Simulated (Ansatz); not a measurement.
# Preparing HfO2 (P2_1/c) as a host crystal

Before any defect goes in: HfO2 (P2_1/c) at rest, and how it screens a charge.

Main program and level: Ansatz 0.2.0; plane-wave PAW DFT, r2SCAN; relaxation of the host's cell and atoms; PAW set soft_1, in the first sound run; inputs show where later runs differ.

**1. The structure**

Symmetry: P2_1/c, No. 14, monoclinic system. The conventional cell has a = 5.094 Å, b = 5.151 Å, c = 5.276 Å, α = 90.00°, β = 99.56°, γ = 90.00°. Nearest to Hf lie 7 O at 2.03 to 2.24 Å. Nearest to O lie 4 Hf at 2.13 to 2.24 Å. O has 3 Hf at 2.03 to 2.13 Å nearest. Farther neighbours and most contacts between anions are not listed.

**2. Host cell relaxation**

Lattice and positions are set free, within the symmetry that the program keeps.

File cell/input.yaml:

```yaml
crystal:
  lattice:
    - [5.094175, 0.0, 0.0]
    - [0.0, 5.1506447, 0.0]
    - [-0.876169, 0.0, 5.2029535]
  atoms:
    - { symbol: Hf, position: [0.27613578, 0.45806468, 0.70790733] }
    - { symbol: Hf, position: [0.72386422, 0.95806468, 0.79209267] }
    - { symbol: Hf, position: [0.72386422, 0.54193532, 0.29209267] }
    - { symbol: Hf, position: [0.27613578, 0.04193532, 0.20790733] }
    - { symbol: O, position: [0.44799782, 0.74252595, 0.97857799] }
    - { symbol: O, position: [0.55200218, 0.24252595, 0.52142201] }
    - { symbol: O, position: [0.55200218, 0.25747405, 0.02142201] }
    - { symbol: O, position: [0.44799782, 0.75747405, 0.47857799] }
    - { symbol: O, position: [0.06836078, 0.33075888, 0.34625278] }
    - { symbol: O, position: [0.93163922, 0.83075888, 0.15374722] }
    - { symbol: O, position: [0.93163922, 0.66924112, 0.65374722] }
    - { symbol: O, position: [0.06836078, 0.16924112, 0.84625278] }
basis:
  ecutwfc: 500
  xc_grid: 2
hamiltonian:
  xc: r2scan
  pseudopotentials: { kind: paw, azcp: { folder: soft_1 } }
kpoints:
  mp_grid: { grid: [6, 6, 6] }
scf:
  occupations: { method: fixed }
  max_iter: 100
relax:
  f_tol: 0.005
  max_steps: 60
  cell: {}
output:
  forces: true
  stress: true
checkpoint:
  write: "../cell.run"
  compress: false
  write_wavefunctions: false
  write_every: 100000
```

Command:

```
$ ansatz run input.yaml --threads 32 --pin off --max-ram 56524MiB --backend cuda --events-out ev --progress --plain --runs-dir out --max-vram 78GiB
```

Numbers of over 12 decimals in the logs are rounded to 6 here.

What it wrote:

```text
Engine: ansatz 0.2.0, aarch64-unknown-linux-gnu
[...]
Pseudopotential: Hf, paw, valence charge 26, recommended cutoff 500 eV (meta_gga), soft_1/Hf.paw.azcp
Pseudopotential: O, paw, valence charge 6, recommended cutoff 500 eV (meta_gga), soft_1/O.paw.azcp
Functional definition: r2SCAN
[...]
Crystal: 12 atoms, lattice volume = 136.517 Å³
Basis set: ecut = 500 eV, 3489 PW (Γ), exchange–correlation on 80×80×80 points (8 copies of the dense FFT grid, shifted against one another)
Bands: 92, of which v1, the nominal top of the filled ones, is band 76 counted from 1 (75 counted from 0)
[...]
Space group: P21/c (ITA 14), of the structure as read, at distance tolerance 5.1e-5 Å
k-points: 80 of 216
[...]
relax step   1: F+E_penalty+E_count = -67508.61004110 eV  Δ(F+E_penalty+E_count) = +0.000e0 eV  max|allowed force component| = 8.328e-2 eV/Å  Δτ_max = 0.0000 Å  P = +3.856 GPa  Ω = 136.517 Å³  (11 SCF [...]
[...]
Crystal: 12 atoms, lattice volume = 138.987 Å³
Basis set: ecut = 500 eV, 3559 PW (Γ), exchange–correlation on 80×80×80 points (8 copies of the dense FFT grid, shifted against one another)
[...]
SCF iter   2: F=—  HF=-67508.632795 eV  |F-HF|=—  |Δ(HF+E_count)|=   3.07e-2  Δρ=1.44e-3  dr2=3.28e-3  dr2_τ=1.05e-4  ethr=5.69e-6  ⟨swp⟩=2.9  Hψ=12931  notcnv=0  defer=1120
[...]
SCF iter   7: F=-67508.631642 eV  HF=-67508.631642 eV  |F-HF|=3.00e-7  |Δ(HF+E_count)|=   8.98e-7  Δρ=2.46e-5  dr2=7.84e-7  dr2_τ=1.10e-7  ethr=7.89e-10  ⟨swp⟩=4.0  Hψ=29455  notcnv=0
SCF 2 converged in 7 iterations: F = -67508.631642 eV  dr2 = 7.84e-7
[...]
relax step   7: F+E_penalty+E_count = -67508.63475212 eV  Δ(F+E_penalty+E_count) = -1.167e-3 eV  max|allowed force component| = 1.858e-3 eV/Å  Δτ_max = 0.0000 Å  P = -0.010 GPa  Ω = 138.457 Å³  stress [...]
[...]
--- Relaxed structure (6 steps of the walk, 6 accepted, 1 SCFs on fresh bases) ---
[...]
```

The job ended after 8 s (1 × NVIDIA GB200 with 32 threads of Arm Neoverse V2, shared host; peak memory 1.2 GiB).

The steps of the relaxation:

```
step  energy less that of the first step (eV)  largest force component (eV/Å)  pressure (GPa)  volume (Å³)
   1                                   0.0000                          0.0833            3.86       136.52
   2                                  -0.0216                          0.0283           -0.76       138.99
   3                                  -0.0230                          0.0221           -0.06       138.56
   4                                  -0.0232                          0.0074            0.05       138.51
   5                                  -0.0234                          0.0062            0.03       138.50
   6                                  -0.0235                          0.0018            0.00       138.46
   7                                  -0.0247                          0.0019           -0.01       138.46
```

The log counts 1 steps on a newly chosen plane-wave basis, not all of them marked here; energy and pressure can jump at such steps.

```
     cell as run  before  after  change
           a (Å)   5.094  5.115  +0.4 %
           b (Å)   5.151  5.181  +0.6 %
           c (Å)   5.276  5.297  +0.4 %
           β (°)   99.56  99.46  -0.1 %
volume (Å³/atom)   11.38  11.54  +1.4 %
```

The atoms that moved most (Å, as changes of fractional coordinates times the final cell):

```
atom      dx      dy      dz  length
 O11  -0.010  -0.014   0.010   0.020
  O9   0.010   0.014  -0.010   0.020
 O12   0.010  -0.014  -0.010   0.020
 O10  -0.010   0.014   0.010   0.020
```

This step gave:

```yaml
pressure: -0.01023 GPa
```

The relaxation ends with a largest force component of 0.0019 eV/Å and a pressure of -0.01 GPa.

**3. Dielectric tensors of the host**

The response to a uniform electric field gives the electronic dielectric tensor.

This step: plane-wave PAW DFPT, PBEsol; dielectric tensors, Born charges and zone-centre modes of the host; PAW set soft_1 (Ansatz 0.2.0).

File eps/input.yaml:

```yaml
crystal:
  lattice:
    - [5.1147252449, 0.0, 0.0043909604]
    - [0.0, 5.1813143374, 0.0]
    - [-0.8752188019, 0.0, 5.2238375711]
  atoms:
    - { symbol: Hf, position: [0.2761773384, 0.4581728403, 0.7082614185] }
    - { symbol: Hf, position: [0.7238226616, 0.9581728403, 0.7917385815] }
    - { symbol: Hf, position: [0.7238226616, 0.5418271597, 0.2917385815] }
    - { symbol: Hf, position: [0.2761773384, 0.0418271597, 0.2082614185] }
    - { symbol: O, position: [0.4479969725, 0.7423715742, 0.9784219222] }
    - { symbol: O, position: [0.5520030275, 0.2423715742, 0.5215780778] }
    - { symbol: O, position: [0.5520030275, 0.2576284258, 0.0215780778] }
    - { symbol: O, position: [0.4479969725, 0.7576284258, 0.4784219222] }
    - { symbol: O, position: [0.0699426689, 0.3334753591, 0.3442632163] }
    - { symbol: O, position: [0.9300573311, 0.8334753591, 0.1557367837] }
    - { symbol: O, position: [0.9300573311, 0.6665246409, 0.6557367837] }
    - { symbol: O, position: [0.0699426689, 0.1665246409, 0.8442632163] }
basis:
  ecutwfc: 420
hamiltonian:
  xc: pbesol
  pseudopotentials: { kind: paw, azcp: { folder: soft_1 }, xc_functional: pbe }
kpoints:
  mp_grid: { grid: [5, 5, 5] }
scf:
  occupations: { method: fixed }
  max_iter: 100
phonons:
  method: dfpt
  dielectric: true
  rigid_motions: translations
```

What it wrote:

```text
[...]
Crystal: 12 atoms, lattice volume = 138.457 Å³
Basis set: ecut = 420 eV, 2703 PW (Γ), exchange–correlation on 72×72×72 points (8 copies of the dense FFT grid, shifted against one another)
Bands: 92, of which v1, the nominal top of the filled ones, is band 76 counted from 1 (75 counted from 0)
[...]
k-points: 63 of 125 (irreducible under 1 space group operation, time reversal used)
[...]
SCF iter   1: F=—  HF=-66907.247310 eV  |F-HF|=—  |Δ(HF+E_count)|=         —  Δρ=9.31e-2  dr2=9.73e0  ethr=3.10e-3  ⟨swp⟩=4.0  Hψ=16602  notcnv=0  defer=739
[...]
SCF iter   2: F=—  HF=-66905.007605 eV  |F-HF|=—  |Δ(HF+E_count)|=    2.24e0  Δρ=4.13e-2  dr2=2.20e0  ethr=3.10e-3  ⟨swp⟩=2.0  Hψ=11534  notcnv=0  defer=739
[...]
SCF iter  14: F=-66904.251193 eV  HF=-66904.251193 eV  |F-HF|=1.46e-11  |Δ(HF+E_count)|=  2.91e-11  Δρ=1.45e-7  dr2=2.06e-11  ethr=1.00e-12  ⟨swp⟩=14.7  Hψ=42076  notcnv=0
SCF 1 converged in 14 iterations: F = -66904.251193 eV  dr2 = 2.06e-11
[...]
SCF 1 converged in 5 iterations: F = -66903.964366 eV  dr2 = 8.75e-8
[...]
SCF converged after 14 iterations
[...]
```

Elapsed: 21 s, on 1 × NVIDIA GB200 with 32 threads; peak memory 4.5 GiB; 3.9 min of CPU time.

Electronic dielectric tensor:

```
5.04 0.00 0.14
0.00 5.06 0.00
0.14 0.00 4.74
```

Static dielectric tensor:

```
21.35  0.00  1.58
 0.00 19.46  0.00
 1.58  0.00 15.71
```

The principal values of the electronic dielectric tensor are 4.68, 5.06 and 5.09. The principal values of the static dielectric tensor are 15.30, 19.46 and 21.76.

**4. Primitive cell on a dense mesh**

A dense mesh gives the host's converged energy, against which the supercell's sampling is tested.

This step: plane-wave PAW DFT, r2SCAN; single point of the host's primitive cell on a dense mesh; PAW set soft_1 (Ansatz 0.2.0).

dense/input.yaml, as its differences from eps/input.yaml of step 3:

```diff
@@ -19,14 +19,11 @@
 basis:
-  ecutwfc: 420
+  ecutwfc: 500
+  xc_grid: 2
 hamiltonian:
-  xc: pbesol
-  pseudopotentials: { kind: paw, azcp: { folder: soft_1 }, xc_functional: pbe }
+  xc: r2scan
+  pseudopotentials: { kind: paw, azcp: { folder: soft_1 } }
 kpoints:
-  mp_grid: { grid: [5, 5, 5] }
+  mp_grid: { grid: [6, 6, 6] }
 scf:
-  occupations: { method: fixed }
-  max_iter: 100
-phonons:
-  method: dfpt
-  dielectric: true
-  rigid_motions: translations
+  occupations: { method: fermi_dirac, width: 0.01 }
+  max_iter: 80
```

What it wrote:

```text
[...]
Crystal: 12 atoms, lattice volume = 138.457 Å³
Basis set: ecut = 500 eV, 3535 PW (Γ), exchange–correlation on 80×80×80 points (8 copies of the dense FFT grid, shifted against one another)
Bands: 88, of which v1, the nominal top of the filled ones, is band 76 counted from 1 (75 counted from 0)
[...]
k-points: 80 of 216
[...]
SCF iter   2: F=—  HF=-67508.857997 eV  |F-HF|=—  |Δ(HF+E_count)|=   9.43e-1  Δρ=4.47e-2  dr2=2.39e0  dr2_τ=1.63e-1  ethr=3.10e-3  ⟨swp⟩=2.3  Hψ=14787  notcnv=0  defer=482
[...]
SCF iter  10: F=—  HF=-67508.634752 eV  |F-HF|=—  |Δ(HF+E_count)|=   2.31e-7  Δρ=1.08e-5  dr2=1.44e-7  dr2_τ=1.77e-8  ethr=3.95e-9  ⟨swp⟩=2.0  Hψ=11530  notcnv=0  defer=482
SCF iter  11: F=-67508.634752 eV  HF=-67508.634752 eV  |F-HF|=1.09e-9  |Δ(HF+E_count)|=   7.72e-8  Δρ=2.44e-6  dr2=7.72e-9  dr2_τ=2.63e-10  ethr=9.11e-11  ⟨swp⟩=3.0  Hψ=14066  notcnv=0
SCF 1 converged in 11 iterations: F = -67508.634752 eV  dr2 = 7.72e-9
[...]
SCF converged after 11 iterations
Free energy (F): -67508.634752 eV
[...]
Fermi energy:    14.892710 eV
[...]
```

Wall time 1.9 s (1 × NVIDIA GB200 with 32 threads); peak memory 1.1 GiB.

**5. Self-consistent run**

This step: plane-wave PAW DFT, r2SCAN; single point of the defect-free supercell, a test of its k-points; PAW set soft_1 (Ansatz 0.2.0).

System of this step: HfO2 (P2_1/c). The cell holds 96 atoms: 32 Hf and 64 O. Cell: a = 10.229 Å, b = 10.363 Å, c = 10.593 Å, α = 90.0°, β = 99.5°, γ = 90.0°.

File pristine.sampling/input.yaml:

```yaml
crystal:
  lattice:
    - [10.2294504898, 0.0, 0.0087819208]
    - [0.0, 10.3626286749, 0.0]
    - [-1.7504376039, 0.0, 10.4476751421]
  atoms:
    - { symbol: Hf, position: [0.1380886692, 0.2290864202, 0.3541307092] }
    - { symbol: Hf, position: [0.3619113308, 0.4790864202, 0.3958692908] }
    - { symbol: Hf, position: [0.3619113308, 0.2709135798, 0.1458692908] }
    - { symbol: Hf, position: [0.1380886692, 0.0209135798, 0.1041307092] }
    - { symbol: O, position: [0.2239984862, 0.3711857871, 0.4892109611] }
    - { symbol: O, position: [0.2760015138, 0.1211857871, 0.2607890389] }
    - { symbol: O, position: [0.2760015138, 0.1288142129, 0.0107890389] }
    - { symbol: O, position: [0.2239984862, 0.3788142129, 0.2392109611] }
    - { symbol: O, position: [0.0349713344, 0.1667376796, 0.1721316082] }
    - { symbol: O, position: [0.4650286656, 0.4167376796, 0.0778683918] }
    - { symbol: O, position: [0.4650286656, 0.3332623204, 0.3278683918] }
    - { symbol: O, position: [0.0349713344, 0.0832623204, 0.4221316082] }
    - { symbol: Hf, position: [0.1380886692, 0.2290864202, 0.8541307092] }
    - { symbol: Hf, position: [0.3619113308, 0.4790864202, 0.8958692908] }
    - { symbol: Hf, position: [0.3619113308, 0.2709135798, 0.6458692908] }
    - { symbol: Hf, position: [0.1380886692, 0.0209135798, 0.6041307092] }
    - { symbol: O, position: [0.2239984862, 0.3711857871, 0.9892109611] }
    - { symbol: O, position: [0.2760015138, 0.1211857871, 0.7607890389] }
    - { symbol: O, position: [0.2760015138, 0.1288142129, 0.5107890389] }
    - { symbol: O, position: [0.2239984862, 0.3788142129, 0.7392109611] }
    - { symbol: O, position: [0.0349713344, 0.1667376796, 0.6721316081] }
    - { symbol: O, position: [0.4650286656, 0.4167376796, 0.5778683919] }
    - { symbol: O, position: [0.4650286656, 0.3332623204, 0.8278683919] }
    - { symbol: O, position: [0.0349713344, 0.0832623204, 0.9221316082] }
    - { symbol: Hf, position: [0.1380886692, 0.7290864202, 0.3541307092] }
    - { symbol: Hf, position: [0.3619113308, 0.9790864202, 0.3958692908] }
    - { symbol: Hf, position: [0.3619113308, 0.7709135798, 0.1458692908] }
    - { symbol: Hf, position: [0.1380886692, 0.5209135798, 0.1041307092] }
    - { symbol: O, position: [0.2239984862, 0.8711857871, 0.4892109611] }
    - { symbol: O, position: [0.2760015138, 0.6211857871, 0.2607890389] }
[... 60 atom lines left out ...]
    - { symbol: O, position: [0.7760015138, 0.6288142129, 0.5107890389] }
    - { symbol: O, position: [0.7239984862, 0.8788142129, 0.7392109611] }
    - { symbol: O, position: [0.5349713344, 0.6667376796, 0.6721316081] }
    - { symbol: O, position: [0.9650286656, 0.9167376796, 0.5778683919] }
    - { symbol: O, position: [0.9650286656, 0.8332623204, 0.8278683919] }
    - { symbol: O, position: [0.5349713344, 0.5832623204, 0.9221316082] }
basis:
  ecutwfc: 500
  xc_grid: 2
hamiltonian:
  xc: r2scan
  pseudopotentials: { kind: paw, azcp: { folder: soft_1 } }
kpoints:
  mp_grid: { grid: [1, 1, 1], shift: [0.25, 0.25, 0.25] }
scf:
  occupations: { method: fermi_dirac, width: 0.01 }
  max_iter: 80
```

What it wrote:

```text
[...]
Crystal: 96 atoms, lattice volume = 1107.655 Å³
Basis set: ecut = 500 eV, 28081 PW (Γ), exchange–correlation on 150×160×160 points (8 copies of the dense FFT grid, shifted against one another)
Bands: 704, of which v1, the nominal top of the filled ones, is band 608 counted from 1 (607 counted from 0)
[...]
k-points: 1
[...]
SCF iter   2: F=—  HF=-540070.864401 eV  |F-HF|=—  |Δ(HF+E_count)|=    7.55e0  Δρ=4.47e-2  dr2=1.91e1  dr2_τ=1.31e0  ethr=3.10e-3  ⟨swp⟩=3.0  Hψ=1431  notcnv=0  defer=88
[...]
SCF iter  10: F=—  HF=-540069.086994 eV  |F-HF|=—  |Δ(HF+E_count)|=   2.42e-6  Δρ=1.16e-5  dr2=1.26e-6  dr2_τ=1.90e-7  ethr=3.87e-9  ⟨swp⟩=2.0  Hψ=1222  notcnv=0  defer=88
SCF iter  11: F=-540069.086995 eV  HF=-540069.086995 eV  |F-HF|=3.78e-7  |Δ(HF+E_count)|=   6.38e-7  Δρ=4.08e-6  dr2=1.41e-7  dr2_τ=2.02e-8  ethr=8.22e-11  ⟨swp⟩=3.0  Hψ=1732  notcnv=0
SCF 1 converged in 11 iterations: F = -540069.086995 eV  dr2 = 1.41e-7
[...]
SCF converged after 11 iterations
Free energy (F): -540069.086995 eV
[...]
Fermi energy:    14.934947 eV
[...]
```

It took 1.9 s on 1 × NVIDIA GB200 with 32 threads; peak memory 1.5 GiB.

This step gave:

- energy over dense mesh: -9.35e-5 eV/atom

**6. Defect free supercell relaxed from its symmetric sites**

This cell, the one that will hold the defects, is built from the relaxed host. Its coarser k-points can move the atoms a little, so it is relaxed from the symmetric sites, as the reference for the test of stability.

This step: plane-wave PAW DFT, r2SCAN; relaxation of the defect-free supercell from its symmetric sites; PAW set soft_1 (Ansatz 0.2.0).

pristine.symmetric/input.yaml, as its differences from pristine.sampling/input.yaml of step 5:

```diff
@@ -54 +54,12 @@
   max_iter: 80
+output:
+  forces: true
+relax:
+  f_tol: 0.01
+  max_steps: 60
+  escape_saddle: false
+checkpoint:
+  write: "../pristine.symmetric.run"
+  compress: false
+  write_wavefunctions: false
+  write_every: 100000
```

What it wrote:

```text
[...]
Crystal: 96 atoms, lattice volume = 1107.655 Å³
Basis set: ecut = 500 eV, 28081 PW (Γ), exchange–correlation on 150×160×160 points (8 copies of the dense FFT grid, shifted against one another)
Bands: 730, of which v1, the nominal top of the filled ones, is band 608 counted from 1 (607 counted from 0)
[...]
k-points: 1
[...]
SCF 1 converged in 10 iterations: F = -540069.086994 eV  dr2 = 1.15e-6
[...]
relax step   1: F+E_penalty+E_count = -540069.08699442 eV  Δ(F+E_penalty+E_count) = +0.000e0 eV  max|allowed force component| = 5.399e-3 eV/Å  Δτ_max = 0.0000 Å  (10 SCF iters, dr2 threshold 2.50e-6 e [...]
[...]
SCF iter   1: F=—  HF=-540069.086994 eV  |F-HF|=—  |Δ(HF+E_count)|=         —  Δρ=1.11e-5  dr2=1.16e-6  dr2_τ=1.88e-7  ethr=9.54e-11  ⟨swp⟩=1.0  Hψ=1652  notcnv=0  defer=89
automatic band count: iteration 1 solves 705 bands in place of 730: the levels show a gap, and the empty bands left out lie too high to hold charge; the band table lists the bands solved (type scf.n_e [...]
[...]
SCF 2 converged in 4 iterations: F = -540069.086995 eV  dr2 = 1.49e-8
relax step   2: F+E_penalty+E_count = -540069.08699476 eV  Δ(F+E_penalty+E_count) = -3.418e-7 eV  max|allowed force component| = 5.368e-3 eV/Å  Δτ_max = 0.0000 Å  (4 SCF iters, accepted)
[...]
SCF 3 converged in 2 iterations: F = -540069.086995 eV  dr2 = 8.28e-9
SCF converged after 2 iterations
[...]
```

The job ended after 2.6 s (1 × NVIDIA GB200 with 32 threads; peak memory 1.5 GiB).

Hardly anything moved in the relaxation; the energy changed by under 0.2 meV an atom.

**7. Defect free supercell relaxed from displaced atoms**

This step: plane-wave PAW DFT, r2SCAN; relaxation of the defect-free supercell from random displacements, a test of the host's stability; PAW set soft_1 (Ansatz 0.2.0).

pristine.rattled/input.yaml, as its differences from pristine.symmetric/input.yaml of step 6:

```diff
@@ -58,6 +58,6 @@
   f_tol: 0.01
-  max_steps: 60
-  escape_saddle: false
+  max_steps: 120
+  random_displacement: { amplitude: 0.08, seed: 5745 }
 checkpoint:
-  write: "../pristine.symmetric.run"
+  write: "../pristine.rattled.run"
   compress: false
```

What it wrote:

```text
[...]
Crystal: 96 atoms, lattice volume = 1107.655 Å³
Basis set: ecut = 500 eV, 28081 PW (Γ), exchange–correlation on 150×160×160 points (8 copies of the dense FFT grid, shifted against one another)
Bands: 730, of which v1, the nominal top of the filled ones, is band 608 counted from 1 (607 counted from 0)
[...]
k-points: 1
[...]
SCF 1 converged in 11 iterations: F = -540063.161008 eV  dr2 = 8.50e-7
[...]
relax step   1: F+E_penalty+E_count = -540063.16100821 eV  Δ(F+E_penalty+E_count) = +0.000e0 eV  max|allowed force component| = 3.205e0 eV/Å  Δτ_max = 0.0000 Å  (11 SCF iters, dr2 threshold 2.50e-6 eV [...]
[...]
SCF 2 converged in 8 iterations: F = -540066.504323 eV  dr2 = 3.71e-5
[...]
relax step   6: F+E_penalty+E_count = -540069.08705488 eV  Δ(F+E_penalty+E_count) = -7.509e-8 eV  max|allowed force component| = 5.343e-3 eV/Å  Δτ_max = 0.0000 Å  (2 SCF iters, accepted)
[...]
SCF 7 converged in 2 iterations: F = -540069.087055 eV  dr2 = 2.51e-8
SCF converged after 2 iterations
[...]
```

It took 6 s on 1 × NVIDIA GB200 with 32 threads; peak memory 1.5 GiB; 18 s of CPU time.

The steps of the relaxation:

```
step  energy less that of the first step (eV)  largest force component (eV/Å)
   1                                   0.0000                          3.2052
   2                                  -3.3433                          2.0559
   3                                  -5.9214                          0.0599
   4                                  -5.9214                          0.0604
   5                                  -5.9260                          0.0053
   6                                  -5.9260                          0.0053
```

The relaxation ends 62 meV an atom lower than the displaced start, with a largest force component of 0.0053 eV/Å.

**8. Outcome**

```yaml
primitive_cell_vectors_lengths: 5.115, 5.181, 5.297 Å
electronic_dielectric_constant: principal values (4.68, 5.06, 5.09)
static_dielectric_constant: principal values (15.30, 19.46, 21.76)
gap_on_the_k_mesh_of_the_response_run_pbesol: 4.04 eV
supercell_relaxed_in_its_symmetry_less_the_displaced_and_relaxed_one: 0.000 eV
energy_an_atom_at_one_point_at_less_that_on_the_dense_mesh: 0.000 eV
```

What this shows: Step 7: The energy fell by 5.926 eV from the randomly displaced start; the atoms end within 0.005 Å of the sites as typed, once the mean shift is taken out. The displaced cell ends within 0.01 eV of the symmetric one relaxed in its symmetry, so no lower structure shows in this supercell. The k-mesh can miss the band edges, so this gap is an upper bound at this level. All at zero temperature.

[Logs are printed without paths, hosts, clocks, repeated set-up lines and the standing remarks that a program may print on its own settings, such as how far it seeks lower states.]

[Hosts, paths, dates, database ids (printed as entryN), source tags and the programs' standing remarks are cut or masked in the printed files.]

[Runs of the host that timed out are not shown.]

[For some hosts the program warned that the k-mesh of the response run may be too coarse for force constants and the static dielectric constant; such warnings are not always shown.]
